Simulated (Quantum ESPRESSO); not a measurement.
The system is Nd.

```
Nd
1.0
    -2.07547    2.07547    2.07547
     2.07547   -2.07547    2.07547
     2.07547    2.07547   -2.07547
Nd
1
Cartesian
  0.0000 0.0000 0.0000
```

This isn't the form of Nd at room conditions, which is double hcp.

Base run:

- Program: Quantum ESPRESSO 7.5
- Functional: LDA
- Potentials or basis: SSSP 1.3 efficiency PBE
- Cutoff: 748 eV
- Density cutoff: 5987 eV
- k mesh: 9 × 9 × 9
- Occupations: fermi-dirac, width 0.05 eV
- Spin: collinear spin, ferromagnetic start
- Starting moments: [3.0] μB
- Hubbard terms: Nd f U = 2 eV

Its results: band gap on the k mesh none (metal or under the smearing width); pressure -5.6 GPa; net moment 4.01 μB per cell; site moments Nd +3.69 μB.

Q: The run is repeated on the same cell with these changes: hubbard terms from Nd f U = 2 eV to none; hubbard projectors from atomic to ortho-atomic. What comes out?

A: Band gap on the k mesh none (metal or under the smearing width); pressure -6.2 GPa; net moment 4.04 μB per cell; site moments Nd +3.71 μB.

Caveats: the potentials were made for another functional, which shifts forces and pressure; the magnetic or orbital state may not be the lowest; spin-orbit coupling is left out, which moves the levels of the heavy elements.
